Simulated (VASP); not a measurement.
Method: RPBE GGA, VASP's PBE PAW potentials (set 64) (plane waves; VASP).

VASP ran on this input.

### KPOINTS
```
Automatic mesh
0
Gamma
6 6 6
0 0 0
```

### POSCAR
```
CsBr
1
    4.6666706121     0.0000000000     0.0000000000
    0.0000000000     4.6666706121     0.0000000000
    0.0000000000     0.0000000000     4.6666706121
Cs Br
1 1
Direct
  0.0000000000   0.0000000000   0.0000000000
  0.5000000000   0.5000000000   0.5000000000
```

### INCAR
```
LWAVE=.FALSE.
NELM=100   ! most electronic steps
LMAXMIX=4
EDIFF=1E-7
LASPH=.TRUE.
SYSTEM=CsBr
ALGO=Normal   ! blocked Davidson
PREC=Accurate
LREAL=.FALSE.
GGA=RP   ! RPBE
ISIF=2   ! forces and stress, cell fixed
ISMEAR=0
LCHARG=.FALSE.
ENCUT=520   ! plane-wave cut-off (eV)
SIGMA=0.05
```

POTCAR, in this order: Cs_sv Br (PBE.64 set). Program: vasp_std.

Output

File OUTCAR:
```
 ion  position               nearest neighbor table
   1  0.000  0.000  0.000-
   2  0.500  0.500  0.500-
  LATTYP: Found a simple cubic cell.
 ALAT       =     4.6666706121
 Subroutine PRICEL returns:
 Original cell was already a primitive cell.
 Subroutine GETGRP returns: Found 48 space group operations
The static configuration has the point symmetry O_h .
The dynamic configuration has the point symmetry O_h .
 Subroutine INISYM returns: Found 48 space group operations
 Subroutine IBZKPT returns following result:
 Found     20 irreducible k-points:

 Following reciprocal coordinates:
            Coordinates               Weight
  0.000000  0.000000  0.000000      1.000000
  0.166667  0.000000  0.000000      6.000000
  0.333333  0.000000  0.000000      6.000000
  0.500000  0.000000  0.000000      3.000000
  0.166667  0.166667  0.000000     12.000000
  0.333333  0.166667  0.000000     24.000000
  0.500000  0.166667  0.000000     12.000000
  0.333333  0.333333  0.000000     12.000000
  0.500000  0.333333  0.000000     12.000000
...
```

File OSZICAR:
```
       N       E                     dE             d eps       ncg     rms          rms(c)
DAV:   1     0.105522513740E+03    0.10552E+03   -0.63406E+03   480   0.110E+03
DAV:   2     0.322077889253E+01   -0.10230E+03   -0.96239E+02   708   0.174E+02
DAV:   3    -0.587728965533E+01   -0.90981E+01   -0.90621E+01   600   0.618E+01
DAV:   4    -0.599509391243E+01   -0.11780E+00   -0.11774E+00   564   0.822E+00
DAV:   5    -0.599620473950E+01   -0.11108E-02   -0.11105E-02   588   0.788E-01    0.206E+00
DAV:   6    -0.568525797444E+01    0.31095E+00   -0.46051E-01   560   0.318E+00    0.130E+00
DAV:   7    -0.563628385498E+01    0.48974E-01   -0.26365E-01   576   0.255E+00    0.722E-01
DAV:   8    -0.564788984861E+01   -0.11606E-01   -0.30980E-02   540   0.133E+00    0.150E-01
DAV:   9    -0.564933178901E+01   -0.14419E-02   -0.44753E-03   576   0.451E-01    0.109E-01
DAV:  10    -0.564972460713E+01   -0.39282E-03   -0.57740E-04   540   0.236E-01    0.135E-02
DAV:  11    -0.564973880990E+01   -0.14203E-04   -0.35092E-05   616   0.441E-02    0.729E-03
DAV:  12    -0.564974399694E+01   -0.51870E-05   -0.16652E-05   540   0.349E-02    0.214E-03
DAV:  13    -0.564974406141E+01   -0.64473E-07   -0.22352E-07   588   0.414E-03
   1 F= -.56497441E+01 E0= -.56497441E+01  d E =-.414658E-16
```

### OUTCAR
```
------------------------ aborting loop because EDIFF is reached ----------------------------------------
  FORCE on cell =-STRESS in cart. coord.  units (eV):
  Direction    XX          YY          ZZ          XY          YZ          ZX
  --------------------------------------------------------------------------------------
  Total       -0.2618456     -0.2618456     -0.2618456      0.0000000      0.0000000      0.0000000
  in kB       -4.1279504     -4.1279504     -4.1279504      0.0000000      0.0000000      0.0000000
  external PRESSURE =      -4.1279504 kB  Pullay stress =       0.0000000 kB
  volume of cell :      101.63
      direct lattice vectors                 reciprocal lattice vectors
     4.666670612  0.000000000  0.000000000     0.214285533  0.000000000  0.000000000
     0.000000000  4.666670612  0.000000000     0.000000000  0.214285533  0.000000000
     0.000000000  0.000000000  4.666670612     0.000000000  0.000000000  0.214285533
 POSITION                                       TOTAL-FORCE (eV/Angst)
 -----------------------------------------------------------------------------------
      0.00000      0.00000      0.00000         0.000000      0.000000      0.000000
      2.33334      2.33334      2.33334         0.000000      0.000000      0.000000
 -----------------------------------------------------------------------------------
    total drift:                                0.000000      0.000000      0.000000
  FREE ENERGIE OF THE ION-ELECTRON SYSTEM (eV)
  ---------------------------------------------------
  free  energy   TOTEN  =        -5.6497440614 eV

  energy  without entropy=       -5.6497440614  energy(sigma->0) =       -5.64974406
```
(Selected blocks of OUTCAR.)

The compound is CsBr in the CsCl type structure. This cell is one point of a volume scan, at 1.06 of the reference volume.
